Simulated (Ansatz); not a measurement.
## CoPtO$_{2}$: strain energy, fitted

CoPtO$_{2}$, R-3m, a = 2.810 Å, c = 17.697 Å. The structure is a Materials Project entry; whether it is the stable form wasn't checked. Ansatz: PBEsol, PAW, 420 eV, Γ-centred 12×12×2 mesh on 12 atoms, Gaussian smearing 0.10 eV; no spin polarisation. Series: biaxial strain in the a-b plane, c and atoms relaxed; x is the strain in per cent. y is the free energy over the unstrained cell, V0 = 10.086 Å³/atom.

| x (%) | y (meV/atom) |
| --- | --- |
| -6.0 | ? |
| -4.0 | 49.29 |
| -2.0 | 11.05 |
| 0.0 | 0.00 |
| 2.0 | 11.67 |
| 4.0 | 42.23 |
| 6.0 | 88.27 |

Problem. Fit y = c2 x² + c3 x³ to the other rows, turn c2 into a modulus, and predict the missing energy.

Solution. Least squares on the rows shown. y = 2.8364 x² − 0.062508 x³. In eV per unit strain² c2 is 28.36; M is the biaxial modulus (E = M V0 ε²): 28.36 × 160.2 / (10.086) = 451 GPa. At x = -6.0 the fit asked for gives 115.61 meV/atom. The run gave 119.62 meV/atom, so the fit is 4.01 meV/atom too low, 3.4 % of the span of the series, against an rms of 0.66 meV/atom on the fitted rows. The row lies outside the fitted range. With a term in x⁴ added, a fit to the same known rows predicts 111.86 meV/atom, further off still.

Spin polarisation was left out, and a magnetic state may lie lower. Spin–orbit coupling is left out, which can shift energies with elements as heavy as these.